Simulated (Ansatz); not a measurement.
Cu under changes of volume

One of the cells (11.810 Å³/atom); the others are scaled copies at fixed shape and fractional positions:

```
Cu
1.0
     0.00000    1.80750    1.80750
     1.80750    0.00000    1.80750
     1.80750    1.80750    0.00000
Cu
1
Direct
  0.00000 0.00000 0.00000
```

| Item | Value |
| --- | --- |
| Program | Ansatz 0.2.0 |
| Functional | r2SCAN |
| Dispersion | D4 |
| Potentials or basis | Ansatz PAW |
| Cutoff | 500 eV (not typed: the program's choice for these potentials) |
| k mesh | 13 × 13 × 13 |
| Occupations | fermi-dirac, width 0.05 eV |
| Spin | no spin polarisation |

```csv
volume (Å³/atom),energy over the lowest point (meV/atom),pressure (GPa)
11.102,1.27,2.8
11.338,0.00,-1.0
11.574,3.88,-4.2
11.810,12.26,-7.1
12.047,?,?
12.283,40.51,-11.8
12.519,59.46,-13.8
```

What does the run at 12.047 Å³/atom give?

Energy over the lowest point 24.64 meV/atom; pressure -9.6 GPa.

Worked out: A Birch-Murnaghan fit of order 3 (a polynomial in V^(-2/3)) to the other rows has its minimum at 11.27 Å³/atom with B0 = V·E''(V) = 172 GPa and B' = 5.0. It gives 24.66 meV/atom at 12.047 Å³/atom, against the run's 24.64, and -dE/dV = -9.6 GPa, against -9.6.

Energies are extrapolated to zero smearing.

Caveats: pairwise dispersion overbinds metals, which lowers pressure and volume; the PAW data sets come from PBE, with cores solved anew for the run's functional, which leaves a small shift of forces and pressure.
